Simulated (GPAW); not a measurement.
Hf:

```xyz
1
Lattice="2.9138 0.0000 0.0000 0.0000 2.9138 0.0000 0.0000 0.0000 2.9138" Properties=species:S:1:pos:R:3 pbc="T T T"
Hf    1.4569    1.4569    1.4569
```

The cell was built by a generator and needn't be a form met in nature.

Base run:

| Quantity | Value |
| --- | --- |
| Program | GPAW 26.7.0 |
| Functional | LDA |
| Potentials or basis | the program's PAW data sets (release 1.2.1) made for this functional |
| Cutoff | 600 eV |
| Basis | pw |
| k mesh | 9 × 9 × 9 |
| Occupations | fermi-dirac, width 0.05 eV |
| Spin | no spin polarisation |

Its results: band gap on the k mesh none (metal or under the smearing width); pressure -6.4 GPa.

Q: The run is repeated on the same cell with these changes: functional from LDA to RPBE. What comes out?

A: Band gap on the k mesh none (metal or under the smearing width); pressure 3.0 GPa.

RPBE binds less tightly than LDA, so the same cell stands under more pressure.
